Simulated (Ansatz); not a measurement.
A plane-wave DFT run in Ansatz 0.2.0 (scalar-relativistic PAW potentials unless the input names others): input and command.

```yaml
crystal:
  lattice:
    - [2.504194671, 0.0, 0.0]
    - [-1.2520973355, 3.5557880305, 0.0]
    - [0.0, 0.0, 26.3245147649]
  atoms:
    - { symbol: "N", position: [0.0106472143, 0.0212832067, 0.2888082906] }
    - { symbol: B, position: [0.5404170209, 0.0808278226, 0.3110454375] }
    - { symbol: "N", position: [0.6014104668, 0.2028193785, 0.3660912008] }
    - { symbol: B, position: [0.1272981252, 0.254596135, 0.3915402938] }
    - { symbol: "N", position: [0.1771186209, 0.3542372388, 0.4456746791] }
    - { symbol: B, position: [0.6991986345, 0.3983974632, 0.4718011467] }
    - { symbol: "N", position: [0.7413162171, 0.4826326727, 0.5262906443] }
    - { symbol: B, position: [0.2605367387, 0.521073826, 0.5526109807] }
    - { symbol: "N", position: [0.2972957454, 0.594590508, 0.6073906138] }
    - { symbol: B, position: [0.81398377, 0.6279675658, 0.633750696] }
    - { symbol: "N", position: [0.8454168333, 0.6908612699, 0.6892919286] }
    - { symbol: B, position: [0.3574941363, 0.7149799598, 0.7157040882] }
basis:
  ecutwfc: 420
kpoints:
  mp_grid: { grid: [11, 8, 1] }
hamiltonian:
  xc: pbesol
scf:
  occupations: { method: gaussian, width: 0.05 }
  mixing: { algorithm: msr1, beta: 0.7, preconditioner: none }
  n_extra_bands: 16
output:
  forces: true
  eigenvalues: true
efield:
  axis: 3
  dipole_correction: true
  ramp_width: 0.04
```

```bash
ansatz run input.yaml --threads 1 --pin off --max-ram 2560MiB --backend cpu --events-out ev --progress --plain --runs-dir out
```

Abridged log:
```
Warning: at least one further symmetry operation maps every atom of the structure, as the run holds it, onto an atom to within 2.76e-5 (fractional), and is not used: no operation is sought that the atoms, as the run holds them, miss by more than 2.00e-5, twice crystal.symmetry.tolerance (1.0e-5). ...
scf.n_extra_bands = 16 over 24 filled bands (N_el = 48.0): the run solves 40 bands
Pseudopotentials: kind: paw
Pseudopotential: N, paw, valence charge 5, recommended cutoff 420 eV (normal)
Pseudopotential: B, paw, valence charge 3, recommended cutoff 420 eV (normal)
Functional definition: PBEsol
Crystal: 12 atoms, lattice volume = 234.404 Å³
Basis set: ecut = 420 eV, 4573 PW (Γ), exchange–correlation on 36×54×360 points (8 copies of the dense FFT grid, shifted against one another)
Bands: 40, of which v1, the nominal top of the filled ones, is band 24 counted from 1 (23 counted from 0)
Symmetry: 1 space group operations
Space group: P1 (ITA 1), of the structure as read, at distance tolerance 6.2e-5 Å
k-points: 45 of 88 (time reversal used)
Initial density: superposition of atomic densities (neutral atoms: chi_scale 0, normalization atom), corrected by the library's trained network
Initial wavefunctions: pseudopotential atomic-orbital guess
Functional: x = pbesol(κ = 0.804, μ = 0.12345679), c = pbesol(β = 0.046)
SCF iter   1: F=—  HF=-3196.324513 eV  |F-HF|=—  |Δ(HF+E_count)|=         —  Δρ=3.08e-2  dr2=3.64e1  ethr=1.77e-3  p=0.122 e·Å  D=9.42e-2 V/Å  ΔV_dip=-2.48 eV  dr2_dipole=3.07e1  V_vac-E_F(+/−)=5.51/7.99 eV  ⟨swp⟩=7.7  Hψ=10081  notcnv=0  defer=273
efield: sawtooth ramp at fractional position 0.9823 (placed from the atoms, in the widest stretch of the axis that holds none; the zero of the levels goes with the place), width 0.0400; the density the first Hamiltonian is built on has a dipole p = 0.122 e·Å; the dipole correction subtracts the counter field D = 9.42e-2 V/Å, which shifts the + side's vacuum level by -2.48 eV against the − side's; the planar-averaged density in the ramp window peaks in size at 1.2e-4 e/Å³
SCF iter   2: F=—  HF=-5366.607570 eV  |F-HF|=—  |Δ(HF+E_count)|=    2.17e3  Δρ=5.46e-1  dr2=4.37e4  ethr=1.77e-3  p=6.362 e·Å  D=4.91e0 V/Å  ΔV_dip=-129.28 eV  dr2_dipole=5.01e4  V_vac-E_F(+/−)=-20.59/108.68 eV  ⟨swp⟩=43.7  Hψ=64966  notcnv=3  defer=649  recentre
SCF iter   3: F=—  HF=-3196.030860 eV  |F-HF|=—  |Δ(HF+E_count)|=    2.17e3  Δρ=1.70e-2  dr2=8.07e0  ethr=1.77e-3  p=0.107 e·Å  D=8.26e-2 V/Å  ΔV_dip=-2.17 eV  dr2_dipole=6.54e0  V_vac-E_F(+/−)=6.25/8.44 eV  ⟨swp⟩=15.8  Hψ=22820  notcnv=0  defer=431
SCF iter   4: F=—  HF=-3195.937371 eV  |F-HF|=—  |Δ(HF+E_count)|=   9.35e-2  Δρ=7.16e-3  dr2=1.85e-1  ethr=1.77e-3  p=0.103 e·Å  D=7.95e-2 V/Å  ΔV_dip=-2.09 eV  dr2_dipole=9.65e-2  V_vac-E_F(+/−)=6.10/8.20 eV  ⟨swp⟩=7.8  Hψ=4681  notcnv=0  defer=386
SCF iter   5: F=—  HF=-3195.957505 eV  |F-HF|=—  |Δ(HF+E_count)|=   2.01e-2  Δρ=1.20e-2  dr2=4.43e0  ethr=3.85e-4  p=0.099 e·Å  D=7.64e-2 V/Å  ΔV_dip=-2.01 eV  dr2_dipole=3.71e0  V_vac-E_F(+/−)=6.13/8.15 eV  ⟨swp⟩=5.3  Hψ=3236  notcnv=0  defer=393  recentre
SCF iter   6: F=—  HF=-3195.926740 eV  |F-HF|=—  |Δ(HF+E_count)|=   3.08e-2  Δρ=1.55e-3  dr2=3.36e-3  ethr=3.85e-4  p=0.102 e·Å  D=7.85e-2 V/Å  ΔV_dip=-2.07 eV  dr2_dipole=3.21e-4  V_vac-E_F(+/−)=5.88/7.95 eV  ⟨swp⟩=3.5  Hψ=2072  notcnv=0  defer=396
SCF iter   7: F=—  HF=-3195.929385 eV  |F-HF|=—  |Δ(HF+E_count)|=   2.64e-3  Δρ=2.87e-3  dr2=2.55e-1  ethr=6.99e-6  p=0.105 e·Å  D=8.13e-2 V/Å  ΔV_dip=-2.14 eV  dr2_dipole=2.19e-1  V_vac-E_F(+/−)=5.67/7.82 eV  ⟨swp⟩=3.4  Hψ=2897  notcnv=0  defer=391
SCF iter   8: F=—  HF=-3195.929139 eV  |F-HF|=—  |Δ(HF+E_count)|=   2.46e-4  Δρ=2.51e-3  dr2=1.98e-1  ethr=6.99e-6  p=0.103 e·Å  D=7.93e-2 V/Å  ΔV_dip=-2.09 eV  dr2_dipole=1.62e-1  V_vac-E_F(+/−)=5.72/7.82 eV  ⟨swp⟩=2.5  Hψ=2248  notcnv=0  defer=385
   ...
SCF iter  11: F=—  HF=-3195.928207 eV  |F-HF|=—  |Δ(HF+E_count)|=   4.29e-4  Δρ=4.99e-4  dr2=7.46e-3  ethr=6.99e-6  p=0.106 e·Å  D=8.19e-2 V/Å  ΔV_dip=-2.16 eV  dr2_dipole=6.71e-3  V_vac-E_F(+/−)=5.62/7.78 eV  ⟨swp⟩=1.8  Hψ=1529  notcnv=0  defer=380
SCF iter  12: F=—  HF=-3195.928180 eV  |F-HF|=—  |Δ(HF+E_count)|=   2.72e-5  Δρ=8.99e-5  dr2=8.55e-5  ethr=6.99e-6  p=0.107 e·Å  D=8.25e-2 V/Å  ΔV_dip=-2.17 eV  dr2_dipole=8.89e-5  V_vac-E_F(+/−)=5.60/7.78 eV  ⟨swp⟩=1.6  Hψ=1632  notcnv=0  defer=379
SCF iter  13: F=—  HF=-3195.928261 eV  |F-HF|=—  |Δ(HF+E_count)|=   8.11e-5  Δρ=9.87e-5  dr2=2.47e-4  ethr=1.78e-7  p=0.107 e·Å  D=8.29e-2 V/Å  ΔV_dip=-2.18 eV  dr2_dipole=2.27e-4  V_vac-E_F(+/−)=5.60/7.78 eV  ⟨swp⟩=2.4  Hψ=1787  notcnv=0  defer=382
SCF iter  14: F=—  HF=-3195.928266 eV  |F-HF|=—  |Δ(HF+E_count)|=   4.82e-6  Δρ=1.01e-4  dr2=3.13e-4  ethr=1.78e-7  p=0.108 e·Å  D=8.32e-2 V/Å  ΔV_dip=-2.19 eV  dr2_dipole=2.75e-4  V_vac-E_F(+/−)=5.59/7.78 eV  ⟨swp⟩=2.1  Hψ=1600  notcnv=0  defer=380
SCF iter  15: F=—  HF=-3195.928266 eV  |F-HF|=—  |Δ(HF+E_count)|=   2.12e-7  Δρ=1.44e-5  dr2=3.95e-6  ethr=1.78e-7  p=0.108 e·Å  D=8.33e-2 V/Å  ΔV_dip=-2.19 eV  dr2_dipole=3.51e-6  V_vac-E_F(+/−)=5.59/7.78 eV  ⟨swp⟩=2.1  Hψ=1568  notcnv=0  defer=383
SCF iter  16: F=—  HF=-3195.928266 eV  |F-HF|=—  |Δ(HF+E_count)|=   1.43e-7  Δρ=1.34e-5  dr2=5.06e-6  ethr=8.23e-9  p=0.108 e·Å  D=8.33e-2 V/Å  ΔV_dip=-2.19 eV  dr2_dipole=4.39e-6  V_vac-E_F(+/−)=5.59/7.78 eV  ⟨swp⟩=1.9  Hψ=1935  notcnv=0  defer=380
SCF iter  17: F=—  HF=-3195.928266 eV  |F-HF|=—  |Δ(HF+E_count)|=   2.23e-9  Δρ=2.59e-6  dr2=2.07e-7  ethr=8.23e-9  p=0.108 e·Å  D=8.33e-2 V/Å  ΔV_dip=-2.19 eV  dr2_dipole=1.68e-7  V_vac-E_F(+/−)=5.59/7.78 eV  ⟨swp⟩=1.3  Hψ=1453  notcnv=0  defer=380
SCF iter  18: F=-3195.928266 eV  HF=-3195.928266 eV  |F-HF|=1.15e-8  |Δ(HF+E_count)|=  4.10e-10  Δρ=7.64e-7  dr2=7.89e-9  ethr=2.08e-10  p=0.108 e·Å  D=8.33e-2 V/Å  ΔV_dip=-2.19 eV  dr2_dipole=5.31e-9  V_vac-E_F(+/−)=5.59/7.78 eV  ⟨swp⟩=29.7  Hψ=20239  notcnv=0
SCF 1 converged in 18 iterations: F = -3195.928266 eV  dr2 = 7.89e-9
SCF converged after 18 iterations
Free energy (F): -3195.928266 eV
Harris-Foulkes:  -3195.928266 eV  (|F-HF|=1.15e-8)
Internal energy: -3195.916416 eV  (E = F + TS)
E sigma→0 (E₀):  -3195.922341 eV
Entropy (-TS):   -0.011850 eV (-0.988 meV/atom)
Fermi energy:    -0.679734 eV
Dipole field:    D = 0.083251 V/Å  (p = 0.107843 e·Å, saw-weighted, corrected)
Work function:   Φ+ = 5.5876 eV   Φ− = 7.7792 eV
Levels:          The Fermi level and band energies are counted from a zero that moves with the ramp; work functions are not
--- Forces (eV/Å), atoms counted from 1 ---
  atom   1  N     -0.00029556     0.00401130     0.00591909
  atom   2  B      0.00025134    -0.00918364    -0.01180932
  atom   3  N     -0.00001336     0.00327481    -0.00006187
  atom   4  B      0.00005038    -0.00300470    -0.00975472
  atom   5  N      0.00000676    -0.00177476     0.00824564
  atom   6  B     -0.00000116     0.00378731     0.01192945
  atom   7  N     -0.00001288    -0.00234596    -0.01154184
  atom   8  B      0.00001383     0.00016400     0.00384169
  atom   9  N      0.00001182    -0.00048945    -0.00339791
  atom  10  B     -0.00002227     0.00431900     0.00854275
  atom  11  N      0.00048940    -0.00036456    -0.00010552
  atom  12  B     -0.00047840     0.00159445    -0.00177178
```

Apart from outputs and the relaxation, which only the reference makes, the input differs from a reference run on usual settings in scf.mixing.algorithm: not typed → "msr1"; scf.mixing.beta: not typed → 0.7; scf.n_extra_bands: not typed → 16; scf.mixing.preconditioner: not typed → "none". The reference, at the same geometry, ended its own course with largest force 0.015 eV/Å, no gap on the mesh. This run converged in 18 SCF iterations with an energy at zero smearing within 0.01 meV/atom of the reference's, largest force 0.015 eV/Å, no gap on the mesh.

It took 110 s on 1 thread of AMD EPYC 7R43 64-Core Processor (Zen 3), with other jobs on the host, peak memory 0.63 GiB.